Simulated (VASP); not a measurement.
# AlN (Fm-3m) in VASP: notebook

Runs on AlN. Level: PBE+D3(BJ). Tasks: single point, relaxation of cell and atoms.

Program: VASP 6.6.1. These are calculated values, not measurements. Logs are shortened: lines on timing, memory, paths and dates and some standing lists are left out, and cuts for length are marked.

## (1) Starting point

The structure is cubic, space group Fm-3m (No. 225). Conventional cell: a = 4.035 Å, b = 4.035 Å, c = 4.035 Å, α = 90.00°, β = 90.00°, γ = 90.00°. Around Al (site symmetry m-3m) lie 6 N at 2.02 Å. N (site symmetry m-3m) has 6 Al at 2.02 Å as nearest neighbours.

Measurements of this composition are mostly on another form, of space group No. 186.

## (2) Single point, PBE+D3(BJ)

The input, INCAR:

```
ALGO = Normal
EDIFF = 1E-7
ENCUT = 520
GGA = PE
ISIF = 2
ISMEAR = 0
IVDW = 12
LASPH = T
LCHARG = F
LREAL = F
LWAVE = F
NBANDS = 11
NELM = 100
PREC = Accurate
SIGMA = 0.02
```

The input, KPOINTS:

```
k-points
0
Gamma
  10 10 10
```

The input, POSCAR:

```
AlN
1.0
    0.0000000000      2.0176686702      2.0176686702
    2.0176686702      0.0000000000      2.0176686702
    2.0176686702      2.0176686702      0.0000000000
Al N
1 1
Direct
    0.5000000000      0.5000000000      0.5000000000
    0.0000000000      0.0000000000      0.0000000000
```

Potentials or basis: VASP PAW PBE potentials, release 64 (Al, N).

Command:

```bash
cat potpaw_PBE.64/Al/POTCAR potpaw_PBE.64/N/POTCAR > POTCAR
mpirun -np 1 vasp_std > vasp.out
```

OUTCAR:

```text
EDIFF = 1E-7
   ENCUT = 520
   GGA = PE
   ISIF = 2
   ISMEAR = 0
   IVDW = 12
   LASPH = T
   LREAL = F
   NELM = 100
   PREC = Accurate
 IVDW          = 12

 ion  position               nearest neighbor table
   1  0.500  0.500  0.500-   2 2.02   2 2.02   2 2.02   2 2.02   2 2.02   2 2.02
   2  0.000  0.000  0.000-   1 2.02   1 2.02   1 2.02   1 2.02   1 2.02   1 2.02

  LATTYP: Found a face centered cubic cell.
 ALAT       =     4.0353373404

  Lattice vectors:

 A1 = (   0.0000000000,   2.0176686702,   2.0176686702)
 A2 = (   2.0176686702,   0.0000000000,   2.0176686702)
 A3 = (   2.0176686702,   2.0176686702,   0.0000000000)

Analysis of symmetry for initial positions (statically):
=====================================================================
 Subroutine PRICEL returns:
 Original cell was already a primitive cell.

 Routine SETGRP: Setting up the symmetry group for a
 face centered cubic supercell.

 Subroutine GETGRP returns: Found 48 space group operations
 (whereof 48 operations were pure point group operations)
 out of a pool of 48 trial point group operations.

The static configuration has the point symmetry O_h .

Analysis of symmetry for dynamics (positions and initial velocities):
=====================================================================
 Subroutine PRICEL returns:
 Original cell was already a primitive cell.

 Routine SETGRP: Setting up the symmetry group for a
 face centered cubic supercell.

 Subroutine GETGRP returns: Found 48 space group operations
 (whereof 48 operations were pure point group operations)
 out of a pool of 48 trial point group operations.

The dynamic configuration has the point symmetry O_h .

 Subroutine INISYM returns: Found 48 space group operations
 (whereof 48 operations are pure point group operations),
 and found     1 'primitive' translations

----------------------------------------------------------------------------------------

                                     Primitive cell

  volume of cell :      16.4278

  direct lattice vectors                    reciprocal lattice vectors
     0.000000000  2.017668670  2.017668670    -0.247810757  0.247810757  0.247810757
     2.017668670  0.000000000  2.017668670     0.247810757 -0.247810757  0.247810757
     2.017668670  2.017668670  0.000000000     0.247810757  0.247810757 -0.247810757

  length of vectors
     2.853414398  2.853414398  2.853414398     0.429220821  0.429220821  0.429220821

  position of ions in fractional coordinates (direct lattice)
     0.500000000  0.500000000  0.500000000
     0.000000000  0.000000000  0.000000000

  ion indices of the primitive-cell ions
   primitive index   ion index
                 1           1
                 2           2

----------------------------------------------------------------------------------------

 KPOINTS: k-points

Automatic generation of k-mesh.
 Grid dimensions read from file:
 generate k-points for:   10   10   10

 Generating k-lattice:

  Cartesian coordinates                     Fractional coordinates (reciprocal lattice)
    -0.024781076  0.024781076  0.024781076     0.100000000  0.000000000  0.000000000
     0.024781076 -0.024781076  0.024781076     0.000000000  0.100000000  0.000000000
     0.024781076  0.024781076 -0.024781076     0.000000000  0.000000000  0.100000000

  Length of vectors
     0.042922082  0.042922082  0.042922082

  Shift w.r.t. Gamma in fractional coordinates (k-lattice)
     0.000000000  0.000000000  0.000000000

 Subroutine IBZKPT returns following result:
 ===========================================

 Found     47 irreducible k-points:

 Following reciprocal coordinates:
            Coordinates               Weight
  0.000000  0.000000  0.000000      1.000000
  0.100000  0.000000  0.000000      8.000000
  0.200000  0.000000  0.000000      8.000000
  0.300000  0.000000  0.000000      8.000000
  0.400000  0.000000  0.000000      8.000000
  0.500000  0.000000  0.000000      4.000000
[... 16 lines left out ...]
  0.300000  0.300000  0.000000      6.000000
  0.400000  0.300000  0.000000     24.000000
 [... further k-points ...]
   k-points           NKPTS =     47   k-points in BZ     NKDIM =     47   number of bands    NBANDS=     11
   number of dos      NEDOS =    301   number of ions     NIONS =      2
   total plane-waves  NPLWV =  13824
   dimension x,y,z NGX =    24 NGY =   24 NGZ =   24
   dimension x,y,z NGXF=    48 NGYF=   48 NGZF=   48
   ions per type =               1   1
   NGX,Y,Z   is equivalent  to a cutoff of  13.98, 13.98, 13.98 a.u.
   NGXF,Y,Z  is equivalent  to a cutoff of  27.97, 27.97, 27.97 a.u.
 SYSTEM =  unknown system
   PREC   = accura    normal or accurate (medium, high low for compatibility)
   ISTART =      0    job   : 0-new  1-cont  2-samecut
   ICHARG =      2    charge: 1-file 2-atom 10-const
   ISPIN  =      1    spin polarized calculation?
   LNONCOLLINEAR =      F non collinear calculations
   LSORBIT =      F    spin-orbit coupling
   LASPH  =      T    aspherical Exc in radial PAW
   ENCUT  =  520.0 eV  38.22 Ry    6.18 a.u.   5.31  5.31  5.31*2*pi/ulx,y,z
   NELM   =    100;   NELMIN=  2; NELMDL= -5     # of ELM steps
   EDIFF  = 0.1E-06   stopping-criterion for ELM
   LREAL  =      F    real-space projection
   EDIFFG = 0.1E-05   stopping-criterion for IOM
   NSW    =      0    number of steps for IOM
   IBRION =     -1    ionic relax: 0-MD 1-quasi-New 2-CG
   NFREE  =      0    steps in history (QN), initial steepest desc. (CG)
   ISIF   =      2    stress and relaxation
   ISYM   =      2    0-nonsym 1-usesym 2-fastsym
   POTIM  = 0.5000    time-step for ionic-motion
   TEBEG  =    0.0;   TEEND  =   0.0 temperature during run
   PSTRESS=    0.0 pullay stress
   NELECT =       8.0000    total number of electrons
   NUPDOWN=      -1.0000    fix difference up-down
   EMIN   =  10.00;   EMAX   =-10.00  energy-range for DOS
   EFERMI =   0.00;   METHOD = LEGACY
   ISMEAR =     0;   SIGMA  =   0.02  broadening in eV -4-tet -1-fermi 0-gaus
   EFERMI_NEDOS =   21; number of points for ismear=-14 and -15
   IALGO  =     38    algorithm
   IMIX   =      4    mixing-type and parameters
     AMIX     =   0.40;   BMIX     =  1.00
     AMIX_MAG =   1.60;   BMIX_MAG =  1.00
  volume/ion in A,a.u.               =       8.21        55.43
  Fermi-wavevector in a.u.,A,eV,Ry     =   1.287987  2.433943 22.570865  1.658912
  Thomas-Fermi vector in A             =   2.419969
   LORBIT       =      0    0 simple, 1 ext, 2 COOP (PROOUT), +10 PAW based schemes
   GGA     = PE    functional components
   LHFCALC =     F    Hartree Fock is set to
   AEXX    =    0.0000 exact exchange contribution
   IVDW    =    12    specifies the selected vdW correction
   LEPSILON=     F    determine dielectric tensor
   LRPA    =     F    only Hartree local field effects (RPA)
 non-spin polarized calculation
 Gauss-broadening in eV      SIGMA  =   0.02
  energy-cutoff  :      520.00
  volume of cell :       16.43
 maximum number of plane-waves:       459
 NGX is ok and might be reduce to    24
   NGX = 11   NGY = 11   NGZ = 11

 number of electron       7.9999999 magnetization

 Free energy of the ion-electron system (eV)
  ---------------------------------------------------
  ext. energy  EPLUGINS =         0.00000000
  ---------------------------------------------------
  free energy    TOTEN  =       -14.53719995 eV

  energy without entropy =      -14.53719995  energy(sigma->0) =      -14.53719995

 E-fermi :  10.1236     XC(G=0): -12.3129

 val. band max:       10.0394776236   @ k =   0.0000   0.0000   0.0000
 cond. band min:      14.7025587594   @ k =   0.5000   0.5000   0.0000
 fundamental gap:      4.6630811358
 Fermi energy:        10.1236327985

 k-point     1 :       0.0000    0.0000    0.0000
  band No.  band energies     occupation
      1      -7.5665      2.00000
      2      10.0395      2.00000
      3      10.0395      2.00000
      4      10.0395      2.00000
      5      15.8035      0.00000
      6      22.2260      0.00000
      7      22.2260      0.00000
      8      22.2260      0.00000
      9      27.3827      0.00000
     10      27.8728      0.00000
     11      27.8728      0.00000

 k-point     2 :       0.1000    0.0000    0.0000
  band No.  band energies     occupation
      1      -7.3600      2.00000
      2       9.0211      2.00000
      3       9.9160      2.00000
      4       9.9160      2.00000
      5      16.4264      0.00000
      6      21.3246      0.00000
      7      22.5278      0.00000
      8      22.5278      0.00000
      9      26.3135      0.00000
     10      26.3135      0.00000
     11      28.3765      0.00000

 k-point     3 :       0.2000    0.0000    0.0000
  band No.  band energies     occupation
      1      -6.7599      2.00000
      2       6.8713      2.00000
      3       9.6164      2.00000
      4       9.6164      2.00000
      5      17.0516      0.00000
      6      20.8472      0.00000
      7      22.7190      0.00000
      8      22.7190      0.00000
      9      25.7214      0.00000
     10      25.7214      0.00000
     11      27.7200      0.00000

 k-point     4 :       0.3000    0.0000    0.0000
  band No.  band energies     occupation
      1      -5.8394      2.00000
      2       4.5303      2.00000
      3       9.2844      2.00000
      4       9.2844      2.00000
      5      16.7607      0.00000
      6      21.8270      0.00000
      7      21.9931      0.00000
      8      21.9931      0.00000
      9      26.8811      0.00000
     10      27.2123      0.00000
     11      27.2123      0.00000

 k-point     5 :       0.4000    0.0000    0.0000
  band No.  band energies     occupation
      1      -4.8148      2.00000
      2       2.5602      2.00000
      3       9.0405      2.00000
      4       9.0405      2.00000
      5      16.3604      0.00000
      6      21.3269      0.00000
      7      21.3269      0.00000
      8      22.9806      0.00000
      9      26.3378      0.00000
     10      29.4493      0.00000
     11      29.4493      0.00000
[... 211 lines left out ...]
 k-point    21 :      -0.3000    0.2000    0.0000
  band No.  band energies     occupation
      1      -4.6027      2.00000
      2       3.6519      2.00000
      3       6.3563      2.00000
      4       8.9046      2.00000
      5      18.3081      0.00000
      6      19.9995      0.00000
      7      21.5520      0.00000
      8      22.4342      0.00000
      9      27.1173      0.00000
     10      29.3609      0.00000
     11      30.9525      0.00000

 k-point    22 :      -0.2000    0.2000    0.0000
  band No.  band energies     occupation
      1      -5.5417      2.00000
      2       5.0734      2.00000
      3       7.0826      2.00000
      4       9.3477      2.00000
      5      18.7645      0.00000
      6      20.0766      0.00000
      7      20.9480      0.00000
      8      22.6460      0.00000
      9      25.1081      0.00000
     10      29.2348      0.00000
     11      30.6629      0.00000

 k-point    23 :       0.3000    0.3000    0.0000
  band No.  band energies     occupation
      1      -5.2975      2.00000
      2       5.2098      2.00000
      3       8.0056      2.00000
      4       8.0056      2.00000
      5      16.7405      0.00000
      6      16.9812      0.00000
      7      21.8694      0.00000
      8      25.7524      0.00000
      9      25.7524      0.00000
     10      30.6364      0.00000
     11      34.2546      0.00000

 k-point    24 :       0.4000    0.3000    0.0000
  band No.  band energies     occupation
      1      -4.5347      2.00000
      2       4.1678      2.00000
      3       7.2270      2.00000
      4       7.7467      2.00000
      5      16.2294      0.00000
      6      16.9824      0.00000
      7      22.3190      0.00000
      8      25.7206      0.00000
      9      26.4908      0.00000
     10      31.9386      0.00000
     11      34.9272      0.00000

 [... further k-points ...]

------------------------ aborting loop because EDIFF is reached ----------------------------------------

 Edisp (eV)   -0.68362

 E8    (eV) :    -0.2665

  FORCE on cell =-STRESS in cart. coord.  units (eV):
  Direction    XX          YY          ZZ          XY          YZ          ZX
  --------------------------------------------------------------------------------------
  -------------------------------------------------------------------------------------
  Total      -0.03055    -0.03055    -0.03055     0.00000     0.00000    -0.00000
  in kB      -2.97986    -2.97986    -2.97986     0.00000     0.00000    -0.00000
  external pressure =       -2.98 kB  Pullay stress =        0.00 kB

 VOLUME and BASIS-vectors are now :
 -----------------------------------------------------------------------------
  energy-cutoff  :      520.00
  volume of cell :       16.43
      direct lattice vectors                 reciprocal lattice vectors
     0.000000000  2.017668670  2.017668670    -0.247810757  0.247810757  0.247810757
     2.017668670  0.000000000  2.017668670     0.247810757 -0.247810757  0.247810757
     2.017668670  2.017668670  0.000000000     0.247810757  0.247810757 -0.247810757

 POSITION                                       TOTAL-FORCE (eV/Angst)
 -----------------------------------------------------------------------------------
      2.01767      2.01767      2.01767         0.000000      0.000000      0.000000
      0.00000      0.00000      0.00000         0.000000      0.000000     -0.000000
 -----------------------------------------------------------------------------------
    total drift:                                0.000000     -0.000000     -0.000000

  FREE ENERGIE OF THE ION-ELECTRON SYSTEM (eV)
  ---------------------------------------------------
  free  energy   TOTEN  =       -15.2208240651 eV

  energy  without entropy=      -15.2208240651  energy(sigma->0) =      -15.22082407
```

Run time: 4.6 s. Hardware: 1 thread of Intel Xeon Platinum 8488C (Sapphire Rapids), shared host; peak memory 0.15 GiB.

What came out:

```yaml
Free_energy: -15.2208 eV
Pressure: -0.3 GPa
Band_gap_on_the_k_mesh: 4.66 eV, indirect (least direct gap 5.76 eV)
Dispersion_energy_per_atom: -0.342 eV
```

[end of part 1 of 2]
